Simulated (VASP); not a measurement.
SnTe (rocksalt): gaps by functional in VASP

```yaml
crystal:
  lattice:
    - [0.00000, 3.18933, 3.18933]
    - [3.18933, 0.00000, 3.18933]
    - [3.18933, 3.18933, 0.00000]
  atoms:
    - { symbol: Sn, position: [0.00000, 0.00000, 0.00000] }
    - { symbol: Te, position: [0.50000, 0.50000, 0.50000] }
```

All runs share this cell. Band v is the last that the valence electrons fill when counted band by band, and c is the next. A negative gap between them is a band overlap, as in a metal.

| level | gap (eV) | least direct gap (eV) | pressure (GPa) |
| --- | --- | --- | --- |
| PBE | 0.01 | 0.01 | 0.6 |
| r²SCAN | 0.14 | 0.14 | -0.1 |
| LDA | 0.02 | 0.02 | -2.9 |
| PBEsol | 0.04 | 0.04 | -1.8 |
| PBE with spin–orbit coupling | 0.14 | 0.14 | – |
